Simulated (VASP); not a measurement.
# ZnS (Wurtzite-4H): relaxation of cell and atoms with revPBE+D4

ZnS (Wurtzite-4H):

```xyz
8
Lattice="3.8227 0.0000 0.0000 -1.9114 3.3106 0.0000 0.0000 0.0000 12.5200" Properties=species:S:1:pos:R:3 pbc="T T T"
Zn    1.9114    1.1035    9.3900
Zn    0.0000    2.2070    3.1300
Zn    0.0000    0.0000    6.2600
Zn    0.0000    0.0000    0.0000
S     1.9114    1.1035   11.7375
S     0.0000    2.2070    5.4775
S     0.0000    0.0000    8.6075
S     0.0000    0.0000    2.3475
```

```
Program                : VASP 6.6.1
Task                   : relaxation of cell and atoms
Functional             : revPBE
Dispersion             : D4
Potentials or basis    : VASP PAW PBE potentials, release 64 (Zn, S)
Cutoff                 : 600 eV
k mesh                 : 8 × 8 × 3
Occupations            : fermi-dirac, width 0.05 eV
Spin                   : no spin polarisation
Further INCAR settings : ALGO = Normal; EDIFF = 1e-06; IBRION = 2; EDIFFG = -0.02; NSW = 40; ISIF = 3
```

| Property | Result |
| --- | --- |
| Relaxed volume | 19.28 Å³/atom |
| Relaxed cell | a = 3.789 Å, b = 3.789 Å, c = 12.404 Å, α = 90.00°, β = 90.00°, γ = 120.00° |
| Space group after relaxing (to 0.05 Å) | P6_3mc (No. 186) |
| Energy gained by relaxing | 3.4 meV/atom |
| Ionic steps | 5 |
| Pressure after relaxing | 0.0 GPa |
| Largest force after relaxing | 0.011 eV/Å |
| Band gap on the k mesh | 2.37 eV, direct |
| Dispersion energy per atom | -0.570 eV |

Forces in eV/Å, atoms in the order of the input:
```
Zn   0.000  0.000  0.003
Zn   0.000  0.000  0.003
Zn   0.000  0.000  0.005
Zn   0.000  0.000  0.005
S    0.000  0.000  0.003
S    0.000  0.000  0.003
S    0.000  0.000 -0.011
S    0.000  0.000 -0.011
```

The path:
```
step  energy change (eV)  largest force (eV/Å)  pressure (GPa)  volume (Å³)
   1              0.0000                0.0448           -2.01       158.44
   2             -0.0245                0.0180            0.68       152.82
   3             -0.0273                0.0252            0.01       154.17
   4             -0.0273                0.0256           -0.04       154.25
   5             -0.0273                0.0110           -0.04       154.25
```

Final structure:
```cif
data_structure
_symmetry_space_group_name_H-M 'P 1'
_symmetry_Int_Tables_number 1
_cell_length_a 3.7894
_cell_length_b 3.7894
_cell_length_c 12.4042
_cell_angle_alpha 90.000
_cell_angle_beta 90.000
_cell_angle_gamma 120.000
_cell_volume 154.25
loop_
_atom_site_label
_atom_site_type_symbol
_atom_site_fract_x
_atom_site_fract_y
_atom_site_fract_z
_atom_site_occupancy
Zn1 Zn 0.66667 0.33333 0.75003 1
Zn2 Zn 0.33333 0.66667 0.25003 1
Zn3 Zn 0.00000 0.00000 0.50011 1
Zn4 Zn 0.00000 0.00000 0.00011 1
S1 S 0.66667 0.33333 0.93758 1
S2 S 0.33333 0.66667 0.43758 1
S3 S 0.00000 0.00000 0.68728 1
S4 S 0.00000 0.00000 0.18728 1
```

Levels at points of the mesh, in eV from the valence-band top:
| k point | band 33 | band 34 | band 35 | band 36 | band 37 | band 38 | band 39 | band 40 |
| --- | --- | --- | --- | --- | --- | --- | --- | --- |
| (0.00, 0.00, 0.00) | -0.48 | -0.04 | 0.00 | 0.00 | 2.37 | 3.33 | 3.55 | 3.80 |
| (0.50, 0.00, 0.00) | -1.65 | -1.63 | -1.15 | -0.90 | 3.42 | 3.45 | 3.84 | 4.43 |

It took 4.6 min on 1 thread of Intel(R) Xeon(R) 6975P-C (Granite Rapids), on a shared host, peak memory 0.39 GiB.

Caveat: the PAW data sets were made with another functional, which shifts forces and pressure a little; an odd mesh through Γ misses points on the zone boundary, where band edges often lie.
